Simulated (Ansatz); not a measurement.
# Scandium, hcp under LDA: convergence with the k-point mesh

A convergence test of the k-point mesh. The geometry was relaxed under LDA beforehand and stays fixed; 8 values are run, from 2×2×1 to 16×16×9. Wanted are the values from which on the energy stays within 10 and 1 meV/atom, and the pressure within 0.5 GPa, of the last run. Within the series other settings stay, but some runs also write fields, which adds to their time. Spin polarisation is left out.

Program: Ansatz 0.2.0. Level of theory: DFT LDA, plane waves with PAW, scalar-relativistic. These are calculated values, not measurements.

## 1. The system as given

Symmetry: P6_3/mmc, No. 194, hexagonal system. The conventional cell has a = 3.227 Å, b = 3.227 Å, c = 5.009 Å, α = 90.00°, β = 90.00°, γ = 120.00°. Around Sc (site symmetry -6m2) lie 12 Sc at 3.12 to 3.23 Å.

As a file:

```
Sc
1.0
     3.22691    0.00000    0.00000
    -1.61345    2.79458    0.00000
     0.00000    0.00000    5.00943
Sc
2
Direct
  0.33333 0.66667 0.25000
  0.66667 0.33333 0.75000
```

## 2. Run at 2×2×1

The run at 2×2×1.

Contents of input.yaml:

```yaml
crystal:
  lattice:
    - [3.2269060027, 0.0, 0.0]
    - [-1.6134530014, 2.794582574, 0.0]
    - [0.0, 0.0, 5.0094253455]
  atoms:
    - { symbol: Sc, position: [0.3333333333, 0.6666666667, 0.25] }
    - { symbol: Sc, position: [0.6666666667, 0.3333333333, 0.75] }
hamiltonian:
  xc: lda
  pseudopotentials:
    kind: paw
    azcp:
      Sc: "pseudopotentials/Sc.paw.azcp"
basis:
  ecutwfc: 420
  fft_grid_basis: typed
kpoints:
  mp_grid: { grid: [2, 2, 1], shift: [0, 0, 0] }
magnetization:
  spin_polarized: false
scf:
  occupations: { method: fermi_dirac, width: 0.1 }
  lower_state_search: "off"
output:
  stress: true
```

Launch:

```sh
> ansatz run input.yaml --threads 2 --pin off --max-ram 5120MiB --backend cpu --events-out ev --progress --plain --runs-dir out
```

The program printed, cut to the lines that bear on the results:

```text
Warning: <dir> the record states the generating functional pbe (its physics header spells it `PBE`), which answers neither for hamiltonian.xc's functional nor for the lda family's — results may be inconsistent (PPs are generated against a specific XC)
Warning: RAYON_NUM_THREADS=2 ignored (pool sized by the plan → 2); use --threads N
[...]
Pseudopotentials: kind: paw
Pseudopotential: Sc, paw, valence charge 11, recommended cutoff 420 eV (normal), <dir>
Functional definition: SPW92
[...]
Crystal: 2 atoms, lattice volume = 45.174 Å³
Basis set: ecut = 420 eV, 905 PW (Γ)
Bands: 15, of which v1, the nominal top of the filled ones, is band 11 counted from 1 (10 counted from 0)
Symmetry: 24 space group operations
Space group: P63/mmc (ITA 194), of the structure as read, at distance tolerance 3.6e-5 Å
k-points: 2 of 4
[...]
SCF iter   1: F=—  HF=-4179.133877 eV  |F-HF|=—  |Δ(HF+E_count)|=         —  Δρ=9.88e-3  dr2=4.03e-2  ethr=1.77e-3  ⟨swp⟩=3.0  Hψ=117  notcnv=0
[...]
SCF iter   6: F=-4179.123949 eV  HF=-4179.123949 eV  |F-HF|=1.42e-10  |Δ(HF+E_count)|=   6.33e-9  Δρ=8.13e-7  dr2=1.95e-10  ethr=8.06e-11  ⟨swp⟩=2.0  Hψ=90  notcnv=0
[...]
SCF converged after 6 iterations
Free energy (F): -4179.123949 eV
[...]
E sigma→0 (E₀):  -4179.071894 eV
Entropy (-TS):   -0.104110 eV (-52.055 meV/atom)
Fermi energy:    9.706986 eV
[...]
--- Stress (GPa, compression-positive) ---
       -9.920834       0.000000      -0.000000
       -0.000000      -9.920834      -0.000000
       -0.000000      -0.000000     -14.280359
  P = ⅓ Tr σ = -11.3740 GPa (-113.740 kbar)
```

Run time: 0.23 s. Hardware: 2 threads of Arm Neoverse V2, shared host; peak memory 0.25 GiB.

## 3. Run at 3×3×2

The run at 3×3×2.

Changes to input.yaml since step 2:

```diff
@@ -18,3 +18,3 @@
 kpoints:
-  mp_grid: { grid: [2, 2, 1], shift: [0, 0, 0] }
+  mp_grid: { grid: [3, 3, 2], shift: [0, 0, 0] }
 magnetization:
```

Launch:

```sh
> ansatz run input.yaml --threads 2 --pin off --max-ram 5120MiB --backend cpu --events-out ev --progress --plain --runs-dir out
```

The program printed, cut to the lines that bear on the results:

```text
Warning: <dir> the record states the generating functional pbe (its physics header spells it `PBE`), which answers neither for hamiltonian.xc's functional nor for the lda family's — results may be inconsistent (PPs are generated against a specific XC)
Warning: RAYON_NUM_THREADS=2 ignored (pool sized by the plan → 2); use --threads N
[...]
[... 3 set-up lines as earlier in the session ...]
[...]
Crystal: 2 atoms, lattice volume = 45.174 Å³
Basis set: ecut = 420 eV, 905 PW (Γ)
Bands: 15, of which v1, the nominal top of the filled ones, is band 11 counted from 1 (10 counted from 0)
[... 2 set-up lines as earlier in the session ...]
k-points: 6 of 18
[...]
SCF iter   1: F=—  HF=-4177.988815 eV  |F-HF|=—  |Δ(HF+E_count)|=         —  Δρ=1.00e-2  dr2=4.38e-2  ethr=1.77e-3  ⟨swp⟩=3.3  Hψ=373  notcnv=0
[...]
SCF iter   6: F=-4177.977015 eV  HF=-4177.977015 eV  |F-HF|=1.68e-10  |Δ(HF+E_count)|=   4.70e-9  Δρ=1.92e-6  dr2=5.90e-10  ethr=1.67e-10  ⟨swp⟩=1.0  Hψ=278  notcnv=0
[...]
SCF converged after 6 iterations
Free energy (F): -4177.977015 eV
[...]
E sigma→0 (E₀):  -4177.908302 eV
Entropy (-TS):   -0.137426 eV (-68.713 meV/atom)
Fermi energy:    10.040927 eV
[...]
--- Stress (GPa, compression-positive) ---
       -0.653914       0.000000       0.000000
       -0.000000      -0.653914       0.000000
        0.000000       0.000000      -0.659264
  P = ⅓ Tr σ = -0.6557 GPa (-6.557 kbar)
```

Run time: 0.28 s. Hardware: 2 threads of Arm Neoverse V2, shared host; peak memory 0.26 GiB.

## 4. Run at 4×4×2

The run at 4×4×2.

Changes to input.yaml since step 3:

```diff
@@ -18,3 +18,3 @@
 kpoints:
-  mp_grid: { grid: [3, 3, 2], shift: [0, 0, 0] }
+  mp_grid: { grid: [4, 4, 2], shift: [0, 0, 0] }
 magnetization:
```

Launch:

```sh
> ansatz run input.yaml --threads 2 --pin off --max-ram 5120MiB --backend cpu --events-out ev --progress --plain --runs-dir out
```

The program printed, cut to the lines that bear on the results:

```text
Warning: <dir> the record states the generating functional pbe (its physics header spells it `PBE`), which answers neither for hamiltonian.xc's functional nor for the lda family's — results may be inconsistent (PPs are generated against a specific XC)
Warning: RAYON_NUM_THREADS=2 ignored (pool sized by the plan → 2); use --threads N
[...]
[... 3 set-up lines as earlier in the session ...]
[...]
Crystal: 2 atoms, lattice volume = 45.174 Å³
Basis set: ecut = 420 eV, 905 PW (Γ)
Bands: 15, of which v1, the nominal top of the filled ones, is band 11 counted from 1 (10 counted from 0)
[... 2 set-up lines as earlier in the session ...]
k-points: 8 of 32
[...]
SCF iter   1: F=—  HF=-4178.077548 eV  |F-HF|=—  |Δ(HF+E_count)|=         —  Δρ=5.52e-3  dr2=9.14e-3  ethr=1.77e-3  ⟨swp⟩=3.1  Hψ=495  notcnv=0
[...]
SCF iter   6: F=-4178.075505 eV  HF=-4178.075505 eV  |F-HF|=1.18e-11  |Δ(HF+E_count)|=   7.40e-9  Δρ=8.54e-7  dr2=1.98e-10  ethr=8.70e-11  ⟨swp⟩=1.5  Hψ=369  notcnv=0
[...]
SCF converged after 6 iterations
Free energy (F): -4178.075505 eV
[...]
E sigma→0 (E₀):  -4178.015751 eV
Entropy (-TS):   -0.119509 eV (-59.755 meV/atom)
Fermi energy:    10.091980 eV
[...]
--- Stress (GPa, compression-positive) ---
        0.204438       0.000000       0.000000
        0.000000       0.204438       0.000000
        0.000000       0.000000       1.838216
  P = ⅓ Tr σ = 0.7490 GPa (7.490 kbar)
```

Wall time 0.29 s (2 threads of Arm Neoverse V2, shared host); peak memory 0.26 GiB.

## 5. Run at 6×6×3

The run at 6×6×3.

Changes to input.yaml since step 4:

```diff
@@ -18,3 +18,3 @@
 kpoints:
-  mp_grid: { grid: [4, 4, 2], shift: [0, 0, 0] }
+  mp_grid: { grid: [6, 6, 3], shift: [0, 0, 0] }
 magnetization:
```

Launch:

```sh
> ansatz run input.yaml --threads 2 --pin off --max-ram 5120MiB --backend cpu --events-out ev --progress --plain --runs-dir out
```

The program printed, cut to the lines that bear on the results:

```text
Warning: <dir> the record states the generating functional pbe (its physics header spells it `PBE`), which answers neither for hamiltonian.xc's functional nor for the lda family's — results may be inconsistent (PPs are generated against a specific XC)
Warning: RAYON_NUM_THREADS=2 ignored (pool sized by the plan → 2); use --threads N
[...]
[... 3 set-up lines as earlier in the session ...]
[...]
Crystal: 2 atoms, lattice volume = 45.174 Å³
Basis set: ecut = 420 eV, 905 PW (Γ)
Bands: 15, of which v1, the nominal top of the filled ones, is band 11 counted from 1 (10 counted from 0)
[... 2 set-up lines as earlier in the session ...]
k-points: 14 of 108
[...]
SCF iter   1: F=—  HF=-4178.084616 eV  |F-HF|=—  |Δ(HF+E_count)|=         —  Δρ=4.64e-3  dr2=4.23e-3  ethr=1.77e-3  ⟨swp⟩=3.2  Hψ=883  notcnv=0
[...]
SCF iter   6: F=-4178.084761 eV  HF=-4178.084761 eV  |F-HF|=4.82e-11  |Δ(HF+E_count)|=  9.64e-10  Δρ=5.76e-7  dr2=1.16e-10  ethr=3.63e-11  ⟨swp⟩=1.5  Hψ=667  notcnv=0
[...]
SCF converged after 6 iterations
Free energy (F): -4178.084761 eV
[...]
E sigma→0 (E₀):  -4178.025642 eV
Entropy (-TS):   -0.118239 eV (-59.119 meV/atom)
Fermi energy:    9.994011 eV
[...]
--- Stress (GPa, compression-positive) ---
       -0.233294      -0.000000       0.000000
       -0.000000      -0.233294       0.000000
        0.000000       0.000000      -0.012870
  P = ⅓ Tr σ = -0.1598 GPa (-1.598 kbar)
```

Wall time 0.36 s (2 threads of Arm Neoverse V2, shared host); peak memory 0.27 GiB.

## 6. Run at 7×7×4

The run at 7×7×4.

Changes to input.yaml since step 5:

```diff
@@ -18,3 +18,3 @@
 kpoints:
-  mp_grid: { grid: [6, 6, 3], shift: [0, 0, 0] }
+  mp_grid: { grid: [7, 7, 4], shift: [0, 0, 0] }
 magnetization:
```

Launch:

```sh
> ansatz run input.yaml --threads 2 --pin off --max-ram 5120MiB --backend cpu --events-out ev --progress --plain --runs-dir out
```

The program printed, cut to the lines that bear on the results:

```text
Warning: <dir> the record states the generating functional pbe (its physics header spells it `PBE`), which answers neither for hamiltonian.xc's functional nor for the lda family's — results may be inconsistent (PPs are generated against a specific XC)
Warning: RAYON_NUM_THREADS=2 ignored (pool sized by the plan → 2); use --threads N
[...]
[... 3 set-up lines as earlier in the session ...]
[...]
Crystal: 2 atoms, lattice volume = 45.174 Å³
Basis set: ecut = 420 eV, 905 PW (Γ)
Bands: 15, of which v1, the nominal top of the filled ones, is band 11 counted from 1 (10 counted from 0)
[... 2 set-up lines as earlier in the session ...]
k-points: 24 of 196
[...]
SCF iter   1: F=—  HF=-4178.096093 eV  |F-HF|=—  |Δ(HF+E_count)|=         —  Δρ=4.99e-3  dr2=6.07e-3  ethr=1.77e-3  ⟨swp⟩=3.2  Hψ=1501  notcnv=0
[...]
SCF iter   6: F=-4178.095267 eV  HF=-4178.095267 eV  |F-HF|=3.18e-11  |Δ(HF+E_count)|=   4.57e-9  Δρ=6.63e-7  dr2=1.64e-10  ethr=5.07e-11  ⟨swp⟩=1.4  Hψ=1103  notcnv=0
[...]
SCF converged after 6 iterations
Free energy (F): -4178.095267 eV
[...]
E sigma→0 (E₀):  -4178.041555 eV
Entropy (-TS):   -0.107424 eV (-53.712 meV/atom)
Fermi energy:    10.000509 eV
[...]
--- Stress (GPa, compression-positive) ---
        0.043138       0.000000       0.000000
        0.000000       0.043138       0.000000
        0.000000       0.000000      -0.160256
  P = ⅓ Tr σ = -0.0247 GPa (-0.247 kbar)
```

Run time: 0.48 s. Hardware: 2 threads of Arm Neoverse V2, shared host; peak memory 0.28 GiB.

## 7. Run at 9×9×5

The run at 9×9×5.

Changes to input.yaml since step 6:

```diff
@@ -18,3 +18,3 @@
 kpoints:
-  mp_grid: { grid: [7, 7, 4], shift: [0, 0, 0] }
+  mp_grid: { grid: [9, 9, 5], shift: [0, 0, 0] }
 magnetization:
@@ -26 +26,5 @@
   stress: true
+  write_density: true
+  write_potential: true
+  elf: true
+  volumetric_format: npy
```

Launch:

```sh
> ansatz run input.yaml --threads 2 --pin off --max-ram 5120MiB --backend cpu --events-out ev --progress --plain --runs-dir out
```

The program printed, cut to the lines that bear on the results:

```text
Warning: <dir> the record states the generating functional pbe (its physics header spells it `PBE`), which answers neither for hamiltonian.xc's functional nor for the lda family's — results may be inconsistent (PPs are generated against a specific XC)
Warning: RAYON_NUM_THREADS=2 ignored (pool sized by the plan → 2); use --threads N
[...]
[... 3 set-up lines as earlier in the session ...]
[...]
Crystal: 2 atoms, lattice volume = 45.174 Å³
Basis set: ecut = 420 eV, 905 PW (Γ)
Bands: 15, of which v1, the nominal top of the filled ones, is band 11 counted from 1 (10 counted from 0)
[... 2 set-up lines as earlier in the session ...]
k-points: 36 of 405
[...]
SCF iter   1: F=—  HF=-4178.088947 eV  |F-HF|=—  |Δ(HF+E_count)|=         —  Δρ=4.86e-3  dr2=5.52e-3  ethr=1.77e-3  ⟨swp⟩=3.2  Hψ=2248  notcnv=0
[...]
SCF iter   6: F=-4178.088290 eV  HF=-4178.088290 eV  |F-HF|=3.46e-11  |Δ(HF+E_count)|=   2.32e-9  Δρ=6.22e-7  dr2=1.41e-10  ethr=3.81e-11  ⟨swp⟩=3.4  Hψ=2525  notcnv=0
[...]
SCF converged after 6 iterations
Free energy (F): -4178.088290 eV
[...]
E sigma→0 (E₀):  -4178.029633 eV
Entropy (-TS):   -0.117314 eV (-58.657 meV/atom)
Fermi energy:    10.004807 eV
[...]
--- Stress (GPa, compression-positive) ---
        0.005359       0.000000       0.000000
        0.000000       0.005359       0.000000
        0.000000       0.000000       0.038476
  P = ⅓ Tr σ = 0.0164 GPa (0.164 kbar)
--- Band table (eV; the first three rows and the last of 36) ---
  k-point 0: bands = ["-38.6906", "-38.5815", "-17.8931", "-17.4138", "-17.4138", "-17.3221", "-17.3221", "-17.2881", "4.7799", "8.2460", "10.9475", "11.6468", "11.6468", "11.9614", "12.1578"]
[...]
```

Run time: 0.81 s. Hardware: 2 threads of Arm Neoverse V2, shared host; peak memory 0.3 GiB.

## 8. Run at 12×12×7

The run at 12×12×7.

Changes to input.yaml since step 7:

```diff
@@ -18,3 +18,3 @@
 kpoints:
-  mp_grid: { grid: [9, 9, 5], shift: [0, 0, 0] }
+  mp_grid: { grid: [12, 12, 7], shift: [0, 0, 0] }
 magnetization:
@@ -26,5 +26 @@
   stress: true
-  write_density: true
-  write_potential: true
-  elf: true
-  volumetric_format: npy
```

Launch:

```sh
> ansatz run input.yaml --threads 2 --pin off --max-ram 5120MiB --backend cpu --events-out ev --progress --plain --runs-dir out
```

The program printed, cut to the lines that bear on the results:

```text
Warning: <dir> the record states the generating functional pbe (its physics header spells it `PBE`), which answers neither for hamiltonian.xc's functional nor for the lda family's — results may be inconsistent (PPs are generated against a specific XC)
Warning: RAYON_NUM_THREADS=2 ignored (pool sized by the plan → 2); use --threads N
[...]
[... 3 set-up lines as earlier in the session ...]
[...]
Crystal: 2 atoms, lattice volume = 45.174 Å³
Basis set: ecut = 420 eV, 905 PW (Γ)
Bands: 15, of which v1, the nominal top of the filled ones, is band 11 counted from 1 (10 counted from 0)
[... 2 set-up lines as earlier in the session ...]
k-points: 76 of 1008
[...]
SCF iter   1: F=—  HF=-4178.089148 eV  |F-HF|=—  |Δ(HF+E_count)|=         —  Δρ=4.89e-3  dr2=5.61e-3  ethr=1.77e-3  ⟨swp⟩=3.2  Hψ=4782  notcnv=0
[...]
SCF iter   6: F=-4178.088544 eV  HF=-4178.088544 eV  |F-HF|=5.37e-11  |Δ(HF+E_count)|=   2.69e-9  Δρ=6.45e-7  dr2=1.66e-10  ethr=4.34e-11  ⟨swp⟩=1.1  Hψ=3511  notcnv=0
[...]
SCF converged after 6 iterations
Free energy (F): -4178.088544 eV
[...]
E sigma→0 (E₀):  -4178.030527 eV
Entropy (-TS):   -0.116035 eV (-58.018 meV/atom)
Fermi energy:    10.003030 eV
[...]
--- Stress (GPa, compression-positive) ---
        0.019905       0.000000       0.000000
        0.000000       0.019905       0.000000
        0.000000       0.000000       0.001374
  P = ⅓ Tr σ = 0.0137 GPa (0.137 kbar)
```

Run time: 1.3 s. Hardware: 2 threads of Arm Neoverse V2, shared host; peak memory 0.32 GiB.

## 9. Run at 16×16×9

The run at 16×16×9.

Changes to input.yaml since step 8:

```diff
@@ -18,3 +18,3 @@
 kpoints:
-  mp_grid: { grid: [12, 12, 7], shift: [0, 0, 0] }
+  mp_grid: { grid: [16, 16, 9], shift: [0, 0, 0] }
 magnetization:
```

Launch:

```sh
> ansatz run input.yaml --threads 2 --pin off --max-ram 5120MiB --backend cpu --events-out ev --progress --plain --runs-dir out
```

The program printed, cut to the lines that bear on the results:

```text
Warning: <dir> the record states the generating functional pbe (its physics header spells it `PBE`), which answers neither for hamiltonian.xc's functional nor for the lda family's — results may be inconsistent (PPs are generated against a specific XC)
Warning: RAYON_NUM_THREADS=2 ignored (pool sized by the plan → 2); use --threads N
[...]
[... 3 set-up lines as earlier in the session ...]
[...]
Crystal: 2 atoms, lattice volume = 45.174 Å³
Basis set: ecut = 420 eV, 905 PW (Γ)
Bands: 15, of which v1, the nominal top of the filled ones, is band 11 counted from 1 (10 counted from 0)
[... 2 set-up lines as earlier in the session ...]
k-points: 150 of 2304
[...]
SCF iter   1: F=—  HF=-4178.089087 eV  |F-HF|=—  |Δ(HF+E_count)|=         —  Δρ=4.88e-3  dr2=5.58e-3  ethr=1.77e-3  ⟨swp⟩=3.1  Hψ=9421  notcnv=0
[...]
SCF iter   6: F=-4178.088487 eV  HF=-4178.088487 eV  |F-HF|=4.64e-11  |Δ(HF+E_count)|=   2.80e-9  Δρ=6.28e-7  dr2=1.52e-10  ethr=4.22e-11  ⟨swp⟩=1.0  Hψ=6954  notcnv=0
[...]
SCF converged after 6 iterations
Free energy (F): -4178.088487 eV
[...]
E sigma→0 (E₀):  -4178.030438 eV
Entropy (-TS):   -0.116098 eV (-58.049 meV/atom)
Fermi energy:    10.002940 eV
[...]
--- Stress (GPa, compression-positive) ---
        0.014742      -0.000000       0.000000
        0.000000       0.014742       0.000000
        0.000000       0.000000      -0.021644
  P = ⅓ Tr σ = 0.0026 GPa (0.026 kbar)
```

It took 2 s on 2 threads of Arm Neoverse V2, shared host; peak memory 0.36 GiB.

## 10. Convergence table

Differences are taken from the run at 16×16×9.

```csv
k-mesh,k-points,E(σ → 0) (meV/atom),P (GPa),SCF cycles,CPU time
2×2×1,2,-520.73,-11.37,6,0.32 s
3×3×2,6,61.07,-0.66,6,0.41 s
4×4×2,8,7.34,0.75,6,0.44 s
6×6×3,14,2.40,-0.16,6,0.57 s
7×7×4,24,-5.56,-0.02,6,0.8 s
9×9×5,36,0.40,0.02,6,1.4 s
12×12×7,76,-0.04,0.01,6,2.2 s
16×16×9,150,0.00,0.00,6,3.7 s
```

## 11. Results

```
                                           quantity                      value
       E(σ → 0) stays within 10 meV/atom of 16×16×9              from 4×4×2 on
                   E(σ → 0) stays within 1 meV/atom              from 9×9×5 on
                      pressure stays within 0.5 GPa              from 6×6×3 on
                                pressure at 16×16×9                   0.00 GPa
                    CPU time, dearest over cheapest                         12
energy of a separate run on a finer mesh (18×18×10)  0.0 meV/atom from 16×16×9
```

In words: At 2×2×1 the energy differs by -520.7 meV/atom and the pressure by -11.4 GPa. Convergence in k is not monotonic; the energy swings about its limit. 1 meV/atom needs 9×9×5. A Fermi surface needs many points. A run on a finer mesh agrees with the yardstick to 1 meV/atom. The cell taken over is 10 % smaller than the measured one (25.00 Å³/atom, COD), which weighs on all values here.
